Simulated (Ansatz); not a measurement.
**Tc in Ansatz: the effect of functional**

The system is Tc.

```
Tc
1.0
     2.70297    0.00000    0.00000
    -1.35148    2.34084    0.00000
     0.00000    0.00000    4.33856
Tc
2
Direct
  0.66667 0.33333 0.75000
  0.33333 0.66667 0.25000
```

The cell isn't the ideal one: volume scaled by 0.96.

Alike in all runs:

| Property | Result |
| --- | --- |
| Program | Ansatz 0.2.0 |
| Task | single point |
| Potentials or basis | Ansatz PAW earlier set |
| Cutoff | 500 eV (not typed: the program's choice for these potentials) |
| k mesh | 11 × 11 × 6 |
| Occupations | fermi-dirac, width 0.05 eV |
| Spin | no spin polarisation |

| functional | pressure (GPa) |
| --- | --- |
| LDA | 1.0 |
| r2SCAN | 11.7 |
| PBE | ? |

Q: What does the run with functional PBE give?

A: Pressure 16.9 GPa.

Caveats: the PAW data sets come from PBE, with cores solved anew for the run's functional, which leaves a small shift of forces and pressure (some runs).
